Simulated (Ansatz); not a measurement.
Structure: COD 9008551, as refined from experiment and not relaxed. It was measured hot, at 887 K. The listed cell was then made from it by scaling, straining or moving an atom.

An input for Sr: DFT, PBE, all-electron LAPW, scalar-relativistic (Ansatz 0.2.0).

Command: `ansatz run input.yaml --threads 1 --pin off --max-ram 2048MiB --backend cpu --events-out ev --progress --plain --runs-dir out` The run took 14 s on 1 thread of Arm Neoverse N1, with other jobs on the host, peak memory 0.28 GiB.

```yaml
crystal:
  lattice:
    - [-2.461375, 2.461375, 2.425]
    - [2.461375, -2.461375, 2.425]
    - [2.461375, 2.461375, -2.425]
  atoms:
    - { symbol: Sr, position: [0.0, 0.0, 0.0] }
kpoints:
  mp_grid: { grid: [12, 12, 12] }
scf:
  occupations: { method: fermi_dirac, width: 0.05 }
hamiltonian:
  xc: pbe
  pseudopotentials: { kind: all_electron, lapw: { basis_error: 0.00025 } }
output:
  forces: true
  stress: true
  eigenvalues: true
```

Set-up and iterations as logged by Ansatz (the results part is left out, to be predicted):

```
LAPW: plane waves up to 4.763 Å⁻¹, error target 2.5e-4 eV per atom; small_component_spin mean_spin; Sr in spheres of 2.121 Å, 20 of its electrons in bands, Dirac shells []
Engine: ansatz 0.2.0
Pseudopotentials: kind: all_electron
Pseudopotential: Sr, LAPW, valence charge 20, Koelling and Harmon's equation, gaussian nucleus
Functional definition: PBE
  parameter kappa = 0.804
  parameter beta = 0.06672455060314922
  exchange = pbe_x(kappa = kappa, mu = beta*pi^2/3)
  correlation = pbe_c(beta = beta)
Crystal: 1 atoms, lattice volume = 58.766 Å³
Basis set: ecut = 86.4369499735475 eV, 87 PW (Γ), exchange–correlation at level 2
Bands: 14, of which v1, the nominal top of the filled ones, is band 10 counted from 1 (9 counted from 0)
Symmetry: 16 space group operations
Space group: I4/mmm (ITA 139), of the structure as read, at distance tolerance 3.9e-5 Å
k-points: 163 of 1728
Non-local potential: Sr, projectors of the file, none
Initial density: superposition of atomic densities (chi_scale 0.1, normalization cell)
Initial wavefunctions: plane waves of lowest kinetic energy (no species holds an atomic orbital)
Functional: x = pbe(κ = 0.804, μ = 0.2195149727645171), c = pbe(β = 0.06672455060314922)
iter 1 solved again at ethr=4.38e-5 eV; its pass at ethr=1.00e-1 eV (dr2=8.76e-3 eV) is discarded
SCF iter   1: F=—  HF=-86519.077504 eV  |F-HF|=—  |Δ(HF+E_count)|=         —  Δρ=2.92e-3  dr2=8.78e-3  ethr=4.38e-5  ⟨swp⟩=3.7  Hψ=15193  notcnv=0
SCF iter   2: F=—  HF=-86519.083738 eV  |F-HF|=—  |Δ(HF+E_count)|=   6.23e-3  Δρ=2.24e-3  dr2=5.62e-3  ethr=4.38e-5  ⟨swp⟩=2.0  Hψ=7099  notcnv=0
SCF iter   3: F=—  HF=-86519.087531 eV  |F-HF|=—  |Δ(HF+E_count)|=   3.79e-3  Δρ=7.85e-4  dr2=8.91e-4  ethr=2.81e-5  ⟨swp⟩=2.0  Hψ=7090  notcnv=0
iter 4 solved again at ethr=2.38e-7 eV; its pass at ethr=4.46e-6 eV (dr2=4.76e-5 eV) is discarded
SCF iter   4: F=—  HF=-86519.087799 eV  |F-HF|=—  |Δ(HF+E_count)|=   2.68e-4  Δρ=1.83e-4  dr2=4.76e-5  ethr=2.38e-7  ⟨swp⟩=2.0  Hψ=11761  notcnv=0
SCF iter   5: F=—  HF=-86519.087774 eV  |F-HF|=—  |Δ(HF+E_count)|=   2.49e-5  Δρ=1.10e-4  dr2=1.20e-5  ethr=2.38e-7  ⟨swp⟩=2.0  Hψ=7098  notcnv=0
SCF iter   6: F=—  HF=-86519.087775 eV  |F-HF|=—  |Δ(HF+E_count)|=   6.49e-7  Δρ=4.94e-5  dr2=2.22e-6  ethr=6.01e-8  ⟨swp⟩=2.0  Hψ=7098  notcnv=0
SCF iter   7: F=—  HF=-86519.087775 eV  |F-HF|=—  |Δ(HF+E_count)|=   8.06e-8  Δρ=1.13e-5  dr2=1.10e-7  ethr=1.11e-8  ⟨swp⟩=2.0  Hψ=7098  notcnv=0
SCF iter   8: F=-86519.087775 eV  HF=-86519.087775 eV  |F-HF|=1.16e-8  |Δ(HF+E_count)|=   2.26e-8  Δρ=3.82e-6  dr2=8.32e-9  ethr=5.51e-10  ⟨swp⟩=3.0  Hψ=7320  notcnv=0
```

Q: What pressure will this run report?

A: -0.85 GPa (positive in compression).
